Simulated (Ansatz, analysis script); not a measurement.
## Magnetovolume effects in a free-standing square Os monolayer, spacing 2.74 Å

Wanted: energy and moment of a free-standing square Os monolayer, spacing 2.74 Å against in-plane size, with typed moments, small moments and no spin.

Main program and level: Ansatz 0.2.0; PBE with U = 1 eV on Os d, PAW set soft_2.

## Step 1: The starting structure

The cell holds 1 atom: 1 Os. Its edges and angles: a = 2.740 Å, b = 2.740 Å, c = 14.000 Å, α = 90.0°, β = 90.0°, γ = 90.0°. An idealised lattice of chosen spacing, in vacuum. Vacuum lies along c.

## Step 2: The collinear state

A collinear run comes first: it shows whether moments survive, and how large they are.

input.yaml

```yaml
crystal:
  lattice:
    - [2.74, 0.0, 0.0]
    - [0.0, 2.74, 0.0]
    - [0.0, 0.0, 14.0]
  atoms:
    - { symbol: Os, position: [0.0, 0.0, 0.5], spin: 1.0 }
magnetization:
  spin_polarized: true
kpoints:
  mp_grid: { grid: [5, 5, 1] }
hamiltonian:
  xc: pbe
  hubbard: { sites: [{ species: Os, l: d, u_eff: 1.0 }] }
scf:
  occupations: { method: fermi_dirac, width: 0.05 }
  max_iter: 120
  convergence: { dr2_threshold: 1.0e-08 }
output:
  write_density: true
  write_potential: true
  elf: true
  volumetric_format: npy
```

Launch:

```bash
ansatz run input.yaml --threads 1 --pin off --max-ram 2048MiB --backend cpu --events-out ev --progress --plain --runs-dir out
```

Numbers of over 12 decimals in the logs are rounded to 6 here.

Output:

```text
Os: projections on atomic orbitals take those of the free atom [Kr 4d10 4f14] 5s2 5p6 5d6 6s2, of charge +0.00 (hamiltonian.pseudopotentials.projection_atoms); the dataset's partial waves leave at most 7.8e-5 of an orbital's norm unspanned inside its sphere
Engine: ansatz 0.2.0, aarch64-unknown-linux-gnu
Pseudopotentials: kind: paw
Pseudopotential: Os, paw, valence charge 16, recommended cutoff 420 eV (normal), Os.paw.azcp
Functional definition: PBE
  parameter kappa = 0.804
  parameter beta = 0.066725
  exchange = pbe_x(kappa = kappa, mu = beta*pi^2/3)
  correlation = pbe_c(beta = beta)
Crystal: 1 atoms, lattice volume = 105.106 Å³
Basis set: ecut = 420 eV, 2107 PW (Γ)
Bands: 13, of which v1, the nominal top of the filled ones, is band 8 counted from 1 (7 counted from 0)
Symmetry: 16 space group operations
Space group: P4/mmm (ITA 123), of the structure as read, at distance tolerance 4.7e-5 Å
Magnetic group: BNS 123.339 (UNI 999), of the structure as read, at distance tolerance 4.7e-5 Å
k-points: 6 of 25
Non-local potential: Os, projectors of the file, l = 0: 3, l = 1: 2, l = 2: 2, l = 3: 1
PAW form: soft (Blöchl's): semilocal exchange-correlation on the pseudo side does not see the compensation charge
PAW one-centre angular grid: Os, 590 points (default); XC on 64 Gauss nodes
Initial density: superposition of atomic densities (neutral atoms: chi_scale 0, normalization atom)
Starting moments: Σ|m| = 1 μB on 1 of 1 site
Initial wavefunctions: pseudopotential atomic-orbital guess
Functional: x = pbe(κ = 0.804, μ = 0.219515), c = pbe(β = 0.066725)
iter 1 solved again at ethr=4.90e-4 eV; its pass at ethr=3.10e-3 eV (dr2=7.84e-2 eV) is discarded
SCF iter   1: F=—  HF=-11379.702658 eV  |F-HF|=—  |Δ(HF+E_count)|=         —  Δρ=1.34e-2 (↑1.34e-2 ↓1.15e-2)  dr2=7.94e-2  dr2_m=1.13e-1  M=1.248 μB ∫|m|=1.249 μB  β_m=1.00  ethr=4.90e-4  ⟨swp⟩=1.3  Hψ=1155  notcnv=0
preconditioner: auto → none  [insulator: Δε(μ)=0.190 eV  Ē_g=7.030 eV  σ=0.050 eV  W_gap=0.70  n_scr=8 (ndim 8)  ℏωp=10.2 eV  f_vac=0.674  D(μ)=1.97/eV (n_scr^D=8)  ε∞_Penn≈3.1]
SCF iter   2: F=—  HF=-11379.839441 eV  |F-HF|=—  |Δ(HF+E_count)|=   1.37e-1  Δρ=5.02e-3 (↑5.02e-3 ↓4.83e-3)  dr2=4.49e-2  dr2_m=8.91e-3  M=1.391 μB ∫|m|=1.393 μB  β_m=1.00  ethr=4.90e-4  ⟨swp⟩=2.9  Hψ=289  notcnv=0
SCF iter   3: F=—  HF=-11379.859876 eV  |F-HF|=—  |Δ(HF+E_count)|=   2.04e-2  Δρ=1.74e-3 (↑1.74e-3 ↓1.56e-3)  dr2=4.61e-3  dr2_m=1.15e-3  M=1.432 μB ∫|m|=1.436 μB  β_m=1.00  ethr=2.80e-4  ⟨swp⟩=2.8  Hψ=348  notcnv=0
SCF iter   4: F=—  HF=-11379.871637 eV  |F-HF|=—  |Δ(HF+E_count)|=   1.18e-2  Δρ=1.16e-3 (↑1.16e-3 ↓1.14e-3)  dr2=1.28e-3  dr2_m=6.44e-4  M=1.477 μB ∫|m|=1.481 μB  β_m=1.00  ethr=2.88e-5  ⟨swp⟩=2.2  Hψ=225  notcnv=0
SCF iter   5: F=—  HF=-11379.878611 eV  |F-HF|=—  |Δ(HF+E_count)|=   6.97e-3  Δρ=9.89e-4 (↑8.78e-4 ↓9.89e-4)  dr2=5.71e-4  dr2_m=5.65e-4  M=1.521 μB ∫|m|=1.525 μB  β_m=1.00  ethr=7.99e-6  ⟨swp⟩=2.3  Hψ=234  notcnv=0
SCF iter   6: F=—  HF=-11379.882955 eV  |F-HF|=—  |Δ(HF+E_count)|=   4.34e-3  Δρ=8.72e-4 (↑8.72e-4 ↓7.31e-4)  dr2=4.62e-5  dr2_m=5.86e-4  M=1.561 μB ∫|m|=1.565 μB  β_m=1.00  ethr=3.57e-6  ⟨swp⟩=2.0  Hψ=211  notcnv=0
SCF iter   7: F=—  HF=-11379.886106 eV  |F-HF|=—  |Δ(HF+E_count)|=   3.15e-3  Δρ=1.02e-3 (↑1.02e-3 ↓6.90e-4)  dr2=2.36e-4  dr2_m=6.30e-4  M=1.604 μB ∫|m|=1.607 μB  β_m=1.00  ethr=2.89e-7  ⟨swp⟩=2.0  Hψ=252  notcnv=0
SCF iter   8: F=—  HF=-11379.889113 eV  |F-HF|=—  |Δ(HF+E_count)|=   3.01e-3  Δρ=1.73e-3 (↑1.73e-3 ↓8.06e-4)  dr2=3.13e-3  dr2_m=7.68e-4  M=1.645 μB ∫|m|=1.649 μB  β_m=1.00  ethr=2.89e-7  ⟨swp⟩=2.6  Hψ=273  notcnv=0
SCF iter   9: F=—  HF=-11379.891052 eV  |F-HF|=—  |Δ(HF+E_count)|=   1.94e-3  Δρ=1.59e-3 (↑1.59e-3 ↓7.91e-4)  dr2=3.10e-3  dr2_m=4.75e-4  M=1.674 μB ∫|m|=1.678 μB  β_m=1.00  ethr=2.89e-7  ⟨swp⟩=2.5  Hψ=263  notcnv=0
[...]
spin-set hold released at iteration 17 (site moments' squared step at or under half its running peak, from the soft ceiling on): the magnetisation degrees of freedom join the quasi-Newton model from the next iteration; the mixer history was flushed
[...]
SCF 1 converged in 26 iterations: F = -11379.907332 eV  dr2 = 8.57e-12
  greatest PAW one-centre occupation: 1.000 electrons in one spin orbital (limit 2), on the Os atom at site 0 (counted from 0), in its partial waves of l = 0
Symmetry: 8 space group operations
k-points: 9 of 25
Initial density: read from a saved state, or passed on in memory by an earlier SCF of this step, an earlier step, the calling program or the single point that the run made first
Starting moments: Σ|m| = 1 μB on 1 of 1 site; this step starts from the density that it was given
[...]
preconditioner: auto → none  [metal: Δε(μ)=0.066 eV  Ē_g=7.023 eV  σ=0.050 eV  W_gap=0.30  n_scr=8 (ndim 8)  ℏωp=10.2 eV  f_vac=0.688  D(μ)=3.09/eV (n_scr^D=14)]
SCF iter   2: F=—  HF=-11379.907073 eV  |F-HF|=—  |Δ(HF+E_count)|=         —  Δρ=5.13e-4 (↑2.46e-4 ↓5.13e-4)  dr2=3.78e-4  dr2_m=5.49e-5  M=2.038 μB ∫|m|=2.042 μB  ethr=6.25e-6  ⟨swp⟩=1.0  Hψ=1272  notcnv=0
SCF iter   3: F=—  HF=-11379.907331 eV  |F-HF|=—  |Δ(HF+E_count)|=   2.59e-4  Δρ=2.22e-5 (↑1.70e-5 ↓2.22e-5)  dr2=3.29e-7  dr2_m=2.80e-7  M=2.042 μB ∫|m|=2.046 μB  ethr=2.36e-6  ⟨swp⟩=1.0  Hψ=549  notcnv=0
SCF iter   4: F=-11379.907332 eV  HF=-11379.907332 eV  |F-HF|=3.04e-10  |Δ(HF+E_count)|=   8.79e-7  Δρ=1.32e-6 (↑7.39e-7 ↓1.32e-6)  dr2=1.12e-9  dr2_m=7.18e-10  M=2.043 μB ∫|m|=2.047 μB  ethr=6.25e-11  ⟨swp⟩=1.7  Hψ=729  notcnv=0
SCF iter   5: F=-11379.907332 eV  HF=-11379.907332 eV  |F-HF|=2.98e-10  |Δ(HF+E_count)|=  4.37e-11  Δρ=1.32e-6 (↑7.32e-7 ↓1.32e-6)  dr2=1.11e-9  dr2_m=7.11e-10  M=2.043 μB ∫|m|=2.047 μB  ethr=7.01e-12  ⟨swp⟩=1.0  Hψ=909  notcnv=0
SCF 2 converged in 5 iterations: F = -11379.907332 eV  dr2 = 1.11e-9
SCF iter   1: F=—  HF=-11379.730870 eV  |F-HF|=—  |Δ(HF+E_count)|=         —  Δρ=6.59e-3 (↑1.92e-4 ↓6.59e-3)  dr2=1.75e-2  dr2_m=1.05e-2  M=2.031 μB ∫|m|=2.034 μB  ethr=6.25e-6  ⟨swp⟩=1.0  Hψ=2083  notcnv=0
preconditioner: auto → none  [metal: Δε(μ)=0.056 eV  Ē_g=7.029 eV  σ=0.050 eV  W_gap=0.25  n_scr=8 (ndim 8)  ℏωp=10.2 eV  f_vac=0.688  D(μ)=2.67/eV (n_scr^D=8)]
SCF iter   2: F=—  HF=-11379.907335 eV  |F-HF|=—  |Δ(HF+E_count)|=         —  Δρ=4.38e-4 (↑3.77e-4 ↓4.38e-4)  dr2=3.94e-4  dr2_m=3.11e-5  M=2.054 μB ∫|m|=2.058 μB  ethr=6.25e-6  ⟨swp⟩=1.0  Hψ=1232  notcnv=0
SCF iter   3: F=—  HF=-11379.907331 eV  |F-HF|=—  |Δ(HF+E_count)|=   4.06e-6  Δρ=2.91e-5 (↑2.91e-5 ↓2.23e-5)  dr2=8.95e-7  dr2_m=2.42e-7  M=2.046 μB ∫|m|=2.050 μB  ethr=2.46e-6  ⟨swp⟩=1.0  Hψ=543  notcnv=0
SCF iter   4: F=—  HF=-11379.907332 eV  |F-HF|=—  |Δ(HF+E_count)|=   8.93e-7  Δρ=1.79e-6 (↑1.79e-6 ↓1.42e-6)  dr2=9.72e-9  dr2_m=6.23e-10  M=2.044 μB ∫|m|=2.048 μB  ethr=6.25e-11  ⟨swp⟩=2.4  Hψ=763  notcnv=0
SCF iter   5: F=-11379.907332 eV  HF=-11379.907332 eV  |F-HF|=8.55e-11  |Δ(HF+E_count)|=   2.04e-9  Δρ=2.97e-7 (↑2.48e-7 ↓2.97e-7)  dr2=1.49e-10  dr2_m=2.90e-11  M=2.043 μB ∫|m|=2.047 μB  ethr=6.07e-11  ⟨swp⟩=1.0  Hψ=660  notcnv=0
SCF iter   6: F=-11379.907332 eV  HF=-11379.907332 eV  |F-HF|=9.09e-11  |Δ(HF+E_count)|=  9.09e-12  Δρ=2.98e-7 (↑2.50e-7 ↓2.98e-7)  dr2=1.50e-10  dr2_m=2.91e-11  M=2.043 μB ∫|m|=2.047 μB  ethr=1.00e-12  ⟨swp⟩=1.0  Hψ=796  notcnv=0
SCF 3 converged in 6 iterations: F = -11379.907332 eV  dr2 = 1.50e-10
an SCF from another whole filling of 1 corrected shell (1 electron), with 8 of the crystal's symmetry operations given up (9 k-points in place of 6), reached no lower state that the run goes on to. This is no proof of a minimum. Whole fillings of corrected shells: 2 of 2 tried, 0 with no close
WARN: The output density's exchange-correlation potential varies sharply where the density is thin. Do not read a vacuum level from v_tot or v_xc, or from such a field of the output density. On a cell that repeats whose density bears no net charge and no dipole along the vacuum's axis use v_es (v_loc + v_h of the components); under efield.dipole_correction with no amplitude use v_es + v_field, which holds any externa [...]
SCF converged after 26 iterations
an eigenvalue changed by more than its tolerance at an iteration that met the thresholds in force, so the SCF went on 1 time: the last check found none over its tolerance
Magnetization: 2.0433 μB (9.0217 up, 6.9783 down)
Absolute magnetization: 2.0474 μB (∫|ρ↑−ρ↓|, with the PAW one-centre terms)
Spin contamination: 0.0087 ħ² per cell (⟨S²⟩ above its minimum at these occupations)
Per-site moments (μB) at R_I (Å): [(1.676186, 1.130250)]
Free energy (F): -11379.907332 eV
Harris-Foulkes:  -11379.907332 eV  (|F-HF|=1.09e-11)
Internal energy: -11379.890858 eV  (E = F + TS)
E sigma→0 (E₀):  -11379.899095 eV
Entropy (-TS):   -0.016474 eV (-16.474 meV/atom)
Fermi energy:    -0.971706 eV
--- Per-component energies (eV) ---
  E_band       = -475.440656
  E_kinetic    = 557.663960
  E_local      = -6734.503686  (includes V_loc(G=0)·N_el)
  E_nonlocal   = -1.794215
  E_hartree    = 3095.902650
  E_xc         = -262.038215
  E_vxc        = -277.531857  (∫ρ·V_xc dr)
  E_hubbard    = 0.816823  (on-site DFT+U / exact-exchange correction)
  E_vhub       = -1.787333  (the Hubbard potential's part of the band-sum identity)
  E_paw        = -9011.585427  (= ΣΔE_a)
  E_vpaw       = -209.292934  (= ΣTr[D̂ρ^β])
  E_aug_tail   = -0.000078  (compensation charges beyond the density's cutoff)
  E_ewald      = 975.647329
  E_smearing   = -0.016474  (= −TS)
  E_closure    = -0.000000  (closes the sum)
  Σ components = -11379.907332   (vs F -11379.907332, Δ=0.00e0)
--- Band table (eV; the first three rows and the last of 12) ---
  k-point 0 ↑: bands = [... 4 lower, -7.3892, -5.4489, -3.8186, -1.2892, -1.2892, -0.0850, 0.0483, 3.7742, ... 1 higher]
  k-point 1 ↑: bands = [... 4 lower, -6.4266, -4.4684, -3.4940, -3.0194, -1.1781, -0.7989, 1.6006, 4.5338, ... 1 higher]
  k-point 2 ↑: bands = [... 4 lower, -5.4541, -4.4386, -2.8699, -1.9245, -0.9920, -0.9760, 3.8809, 5.5003, ... 1 higher]
  k-point 5 ↓: bands = [... 4 lower, -4.2213, -2.1431, -1.9277, 0.5460, 0.9879, 2.9184, 7.5196, 8.4361, ... 1 higher]
Occupation matrices written to <dir>
```

It took 27 s on 1 thread of Arm Neoverse N1, shared host; peak memory 0.33 GiB.

In the SCF lines HF is the Harris–Foulkes energy and dr2 the Hartree energy of the density residual, in eV; the loop may stop once dr2 is under the threshold and the program's other checks hold. Hψ counts applications of the Hamiltonian.

Spin moment in the atom's sphere by atom:

| atom | spin moment in the atom's sphere (μB) |
| --- | --- |
| Os1 | 1.68 |

The run ends ferromagnetic, with a net moment of 2.04 μB a cell. With one Os atom carrying the moment, parallel order of its images is forced by the cell, not found.

Spin density in the ca plane at fractional y = 0.000, with atoms of Os within 0.2 Å of it.

Values in e/Å³, 5 rows by 16 columns, each cell a mean:
```
0.00 0.00 0.00 0.00 0.00 0.00 0.09 0.41 0.40 0.16 0.01 0.00 0.00 0.00 0.00 0.00
0.00 0.00 0.00 0.00 0.00 0.00 0.02 0.08 0.08 0.04 0.00 0.00 0.00 0.00 0.00 0.00
0.00 0.00 0.00 0.00 0.00 0.00 0.01 0.02 0.02 0.01 0.00 0.00 0.00 0.00 0.00 0.00
0.00 0.00 0.00 0.00 0.00 0.00 0.04 0.17 0.17 0.07 0.01 0.00 0.00 0.00 0.00 0.00
0.00 0.00 0.00 0.00 0.00 0.00 0.11 0.51 0.49 0.21 0.01 0.00 0.00 0.00 0.00 0.00
```
Columns run along c (14.0 Å), rows up along a (2.7 Å). Atoms in or near the plane, at fractional coordinates: Os at (0.50, 0.00).

Valence density in the ca plane at fractional y = 0.000, with atoms of Os within 0.2 Å of it. It is the smooth field of the valence electrons, not physical close to the nuclei.

Ten steps, logarithmic in the rise over the least value, from '0' (0.0 e/Å³) to '9' (7.8 e/Å³), each cell a mean:
```
0000000000000001258999631000000000000000
0000000000000000246887531000000000000000
0000000000000000124555321000000000000000
0000000000000000123343211000000000000000
0000000000000000123444321000000000000000
0000000000000000135776421000000000000000
0000000000000001247998631000000000000000
0000000000000001258999741000000000000000
```
Columns run along c (14.0 Å), rows up along a (2.7 Å). Atoms in or near the plane, at fractional coordinates: Os at (0.50, 0.00).

ELF in the ca plane at fractional y = 0.000, with atoms of Os within 0.2 Å of it. It is the smooth field of the valence electrons, not physical close to the nuclei.

Ten even steps from '0' (0.00) to '9' (0.67), each cell a mean:
```
0000000000000013459989743210000000000000
0000000000000013457998643210000000000000
0000000000000012445555543210000000000000
0000000000000012355555543100000000000000
0000000000000012445445543210000000000000
0000000000000012446787543210000000000000
0000000000000013458999743210000000000000
0000000000000013469859843210000000000000
```
Columns run along c (14.0 Å), rows up along a (2.7 Å). Atoms in or near the plane, at fractional coordinates: Os at (0.50, 0.00).

The cell's area in the plane is scaled by the factor named; fractional positions stay, and energies count from the lowest run.

## Step 3: Factor 0.86, typed moments

Three starts at each size show whether high-spin, low-spin and non-magnetic states coexist. One mesh, built for the smallest cell, and one cutoff serve all sizes, so that energies can be subtracted.

input.yaml, the sections that differ from step 2:

```yaml
crystal:
  lattice:
    - [2.54097147, 0.0, 0.0]
    - [0.0, 2.54097147, 0.0]
    - [0.0, 0.0, 14.0]
  atoms:
    - { symbol: Os, position: [0.0, 0.0, 0.5], spin: 1.0 }
basis:
  ecutwfc: 420.0
output:
  stress: true
# magnetization, kpoints, hamiltonian, scf: as in step 2
```

Output:

```text
Warning: output.stress: scf.convergence.dr2_threshold = 1e-8 eV is looser than the 1e-10 eV advised for a printed stress (1e-10 eV for each atom of the cell: 1). What an SCF threshold leaves in a stress goes as its square root, and in the free energy as the threshold itself, and one threshold admits the most on a small cell: [figures from the program's tests cut] Set scf.convergence.dr2_threshold to 1e-10 eV or tighter. The threshold is an SCF's pass mark: one that does not reach it within its budget of iterations ends unconverged, or closes short of it on a stop that the run arms, and scf.convergence.dr2_threshold's page says what that costs each kind of run
[...]
Crystal: 1 atoms, lattice volume = 90.392 Å³
Basis set: ecut = 420 eV, 1755 PW (Γ)
Bands: 13, of which v1, the nominal top of the filled ones, is band 8 counted from 1 (7 counted from 0)
Symmetry: 16 space group operations
[...]
k-points: 6 of 25
[...]
Starting moments: Σ|m| = 1 μB on 1 of 1 site
[...]
SCF iter   5: F=—  HF=-11380.692696 eV  |F-HF|=—  |Δ(HF+E_count)|=   6.36e-3  Δρ=3.85e-4 (↑2.30e-4 ↓3.85e-4)  dr2=8.52e-5  dr2_m=3.16e-5  M=1.206 μB ∫|m|=1.226 μB  β_m=0.30  ethr=2.01e-6  ⟨swp⟩=2.2  Hψ=233  notcnv=0  defer=3
[...]
spin-set hold released at iteration 5 (site moments contracting): the magnetisation degrees of freedom join the quasi-Newton model from the next iteration; the mixer history was flushed
SCF iter   6: F=—  HF=-11380.695847 eV  |F-HF|=—  |Δ(HF+E_count)|=   3.15e-3  Δρ=3.44e-4 (↑1.70e-4 ↓3.44e-4)  dr2=5.03e-5  dr2_m=3.25e-5  M=1.206 μB ∫|m|=1.226 μB  β_m=0.65  ethr=5.33e-7  ⟨swp⟩=1.2  Hψ=169  notcnv=0  defer=3
[...]
SCF iter  12: F=-11380.699241 eV  HF=-11380.699241 eV  |F-HF|=1.16e-10  |Δ(HF+E_count)|=   2.90e-9  Δρ=4.02e-7 (↑2.78e-7 ↓4.02e-7)  dr2=3.17e-11  dr2_m=8.24e-11  M=1.204 μB ∫|m|=1.225 μB  ethr=2.15e-11  ⟨swp⟩=2.6  Hψ=540  notcnv=0
SCF 1 converged in 12 iterations: F = -11380.699241 eV  dr2 = 3.17e-11
[...]
Symmetry: 8 space group operations
k-points: 9 of 25
[...]
SCF iter   1: F=—  HF=-11380.525924 eV  |F-HF|=—  |Δ(HF+E_count)|=         —  Δρ=7.21e-3 (↑5.20e-5 ↓7.21e-3)  dr2=2.32e-2  dr2_m=1.08e-2  M=1.200 μB ∫|m|=1.217 μB  ethr=6.25e-6  ⟨swp⟩=1.0  Hψ=2094  notcnv=0
[...]
SCF iter   5: F=-11380.699241 eV  HF=-11380.699241 eV  |F-HF|=1.58e-10  |Δ(HF+E_count)|=  4.18e-11  Δρ=1.16e-6 (↑9.67e-7 ↓1.16e-6)  dr2=1.32e-9  dr2_m=4.79e-10  M=1.204 μB ∫|m|=1.225 μB  ethr=8.07e-12  ⟨swp⟩=1.0  Hψ=960  notcnv=0
SCF 2 converged in 5 iterations: F = -11380.699241 eV  dr2 = 1.32e-9
SCF iter   1: F=—  HF=-11380.527679 eV  |F-HF|=—  |Δ(HF+E_count)|=         —  Δρ=7.11e-3 (↑2.32e-5 ↓7.11e-3)  dr2=1.66e-2  dr2_m=1.05e-2  M=1.205 μB ∫|m|=1.227 μB  ethr=6.25e-6  ⟨swp⟩=1.0  Hψ=2110  notcnv=0
[...]
SCF iter   6: F=-11380.699241 eV  HF=-11380.699241 eV  |F-HF|=2.46e-9  |Δ(HF+E_count)|=  1.27e-11  Δρ=1.11e-6 (↑1.11e-6 ↓1.01e-6)  dr2=2.98e-9  dr2_m=1.18e-10  M=1.204 μB ∫|m|=1.225 μB  ethr=1.87e-11  ⟨swp⟩=1.0  Hψ=774  notcnv=0
SCF 3 converged in 6 iterations: F = -11380.699241 eV  dr2 = 2.98e-9
[...]
SCF converged after 12 iterations
Magnetization: 1.2038 μB (8.6019 up, 7.3981 down)
Absolute magnetization: 1.2254 μB (∫|ρ↑−ρ↓|, with the PAW one-centre terms)
[...]
Per-site moments (μB) at R_I (Å): [(0.961585, 1.048151)]
Free energy (F): -11380.699241 eV
[...]
Internal energy: -11380.684106 eV  (E = F + TS)
E sigma→0 (E₀):  -11380.691674 eV
Entropy (-TS):   -0.015136 eV (-15.136 meV/atom)
Fermi energy:    -0.670191 eV
[...]
--- Stress (GPa, compression-positive) ---
       -6.013305       0.000000       0.000000
        0.000000      -6.013305       0.000000
        0.000000       0.000000      -0.000146
  P = ⅓ Tr σ = -4.0089 GPa (-40.089 kbar)
Occupation matrices written to <dir>
```

Elapsed: 18 s, on 1 thread; peak memory 0.31 GiB.

It ends ferromagnetic, with 0.962 μB on the largest site.

## Step 4: Factor 0.86, starting moments cut to 30 %

A self-consistent run from these starting moments shows which magnetic state they lead to.

input.yaml, as its differences from that of step 3:

```diff
@@ -6,3 +6,3 @@
   atoms:
-    - { symbol: Os, position: [0.0, 0.0, 0.5], spin: 1.0 }
+    - { symbol: Os, position: [0.0, 0.0, 0.5], spin: 0.3 }
 magnetization:
```

Output:

```text
[...]
Crystal: 1 atoms, lattice volume = 90.392 Å³
Basis set: ecut = 420 eV, 1755 PW (Γ)
Bands: 13, of which v1, the nominal top of the filled ones, is band 8 counted from 1 (7 counted from 0)
Symmetry: 16 space group operations
[...]
k-points: 6 of 25
[...]
Internal energy: -11380.684106 eV  (E = F + TS)
E sigma→0 (E₀):  -11380.691674 eV
Entropy (-TS):   -0.015136 eV (-15.136 meV/atom)
Fermi energy:    -0.670198 eV
[...]
--- Stress (GPa, compression-positive) ---
       -6.013304       0.000000       0.000000
        0.000000      -6.013304       0.000000
        0.000000       0.000000      -0.000144
  P = ⅓ Tr σ = -4.0089 GPa (-40.089 kbar)
Occupation matrices written to <dir>
[key lines of the parts left out:]
SCF converged after 13 iterations
Magnetization: 1.2038 μB (8.6019 up, 7.3981 down)
Free energy (F): -11380.699241 eV
```

The job ended after 19 s (1 thread; peak memory 0.31 GiB).

It ends ferromagnetic, with 0.962 μB on the largest site.

## Step 5: Factor 0.94, typed moments

The density is converged from the given moments; the state reached depends on that start.

input.yaml, the sections that differ from step 4:

```yaml
crystal:
  lattice:
    - [2.65652856, 0.0, 0.0]
    - [0.0, 2.65652856, 0.0]
    - [0.0, 0.0, 14.0]
  atoms:
    - { symbol: Os, position: [0.0, 0.0, 0.5], spin: 1.0 }
# magnetization, kpoints, hamiltonian, scf, basis, output: as in step 4
```

Output:

```text
[...]
Crystal: 1 atoms, lattice volume = 98.800 Å³
Basis set: ecut = 420 eV, 1939 PW (Γ)
Bands: 13, of which v1, the nominal top of the filled ones, is band 8 counted from 1 (7 counted from 0)
Symmetry: 16 space group operations
[...]
k-points: 6 of 25
[...]
Internal energy: -11380.257393 eV  (E = F + TS)
E sigma→0 (E₀):  -11380.269110 eV
Entropy (-TS):   -0.023435 eV (-23.435 meV/atom)
Fermi energy:    -1.007425 eV
[...]
--- Stress (GPa, compression-positive) ---
       -9.428124       0.000000       0.000000
        0.000000      -9.428124       0.000000
        0.000000       0.000000       0.000125
  P = ⅓ Tr σ = -6.2854 GPa (-62.854 kbar)
Occupation matrices written to <dir>
[key lines of the parts left out:]
SCF converged after 26 iterations
Magnetization: 1.2270 μB (8.6135 up, 7.3865 down)
Free energy (F): -11380.280827 eV
```

Run time: 29 s. Hardware: 1 thread; peak memory 0.32 GiB.

It ends ferromagnetic, with 0.994 μB on the largest site.

For the largest spin moment in the atom's sphere, step 3 gave 0.962 μB; this run, with scale 0.94, gives 0.994 μB (+3 %).

(Continued in part 2 of 2.)

[Logs and program files are shortened in this print: banners, set-up blocks, solver, clock and traceback lines can be left out without a mark of their own.]

[Logs are printed without paths, hosts, clocks, repeated set-up lines and the standing remarks that a program may print on its own settings, such as how far it seeks lower states.]

[Hosts, paths, dates, database ids (printed as entryN), source tags and the programs' standing remarks are cut or masked in the printed files.]

[Where the input sets lower_state_search to off, the program did not look for lower states, so one may exist.]
